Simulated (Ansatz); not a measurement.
ZnSe (Stilleite) under changes of volume

One of the cells (22.757 Å³/atom); the others are scaled copies at fixed shape and fractional positions:

```
CELL_PARAMETERS angstrom
0.00000 2.83380 2.83380
2.83380 0.00000 2.83380
2.83380 2.83380 0.00000
ATOMIC_POSITIONS crystal
Se 0.75000 0.75000 0.75000
Zn 0.00000 0.00000 0.00000
```

- Program: Ansatz 0.2.0
- Functional: PBE
- Potentials or basis: Ansatz PAW
- Cutoff: 420 eV (not typed: the program's choice for these potentials)
- k mesh: 8 × 8 × 8
- Occupations: fermi-dirac, width 0.05 eV
- Spin: no spin polarisation

```tsv
volume (Å³/atom)	energy over the lowest point (meV/atom)	pressure (GPa)	gap on the mesh (eV)
21.391	?	?	?
21.846	24.99	5.1	1.45
22.301	12.89	3.5	1.37
22.757	4.95	2.1	1.29
23.212	0.79	0.9	1.21
23.667	0.00	-0.3	1.13
24.122	2.24	-1.3	1.06
```

Question: What does the run at 21.391 Å³/atom give?

Answer: Energy over the lowest point 41.76 meV/atom; pressure 6.8 GPa; gap on the mesh 1.54 eV.

Worked out: A Birch-Murnaghan fit of order 3 (a polynomial in V^(-2/3)) to the other rows has its minimum at 23.55 Å³/atom with B0 = V·E''(V) = 57 GPa and B' = 4.5. It gives 41.75 meV/atom at 21.391 Å³/atom, against the run's 41.76, and -dE/dV = 6.8 GPa, against 6.8. A straight line through the other rows of the gap, of slope -3.96 eV per unit of ln V (its deformation potential), extrapolates to 1.53 eV, against the run's 1.54.

Energies are extrapolated to zero smearing.

Spin-orbit coupling on Se is left out.
